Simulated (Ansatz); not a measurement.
# Convergence of Gd

```
CELL_PARAMETERS angstrom
3.63600 0.00000 0.00000
-1.81800 3.14887 0.00000
0.00000 0.00000 5.78260
ATOMIC_POSITIONS crystal
Gd 0.33333 0.66667 0.25000
Gd 0.66667 0.33333 0.75000
```

Atoms are numbered in the order listed.

Conventional cell: a = 3.636 Å, b = 3.636 Å, c = 5.783 Å, α = 90.00°, β = 90.00°, γ = 120.00°. Around Gd (atom 1) lie 12 Gd at 3.57 to 3.64 Å.

The structure is an experimental refinement, used without relaxation.

Where the f shell is localised, expect the real compound to differ from this run without U.

The magnetic state is the one reached from the start moments; no search over orders was made, so it needn't be the ground state.

Spin–orbit coupling is left out, though it moves levels of the heavy atoms by tenths of an eV or more.

These are results of DFT, PBE, all-electron LAPW, scalar-relativistic (Ansatz 0.2.0), not measurements.

Numerical set-up: a Γ-centred 12×12×7 k mesh, Fermi–Dirac smearing of 0.05 eV, basis error target 0.5 meV/atom, spin-polarised from start moments Gd1 7, Gd2 7 μB. One setting is then changed at a time.

| k mesh | free energy less the base's (meV/atom) | P (GPa) | moment (μB) | cutoff chosen (eV) |
| --- | --- | --- | --- | --- |
| 12×12×7 (base) | 0.0 | 0.55 | 15.312 | 169 |
| 4×4×2 | 10.8 | 0.77 | 15.624 | 169 |
| 6×6×4 | 0.0 | 0.48 | 15.382 | 169 |
| 9×9×5 | 1.1 | 0.54 | 15.262 | 169 |
| 17×17×10 | 0.2 | 0.55 | 15.315 | 169 |
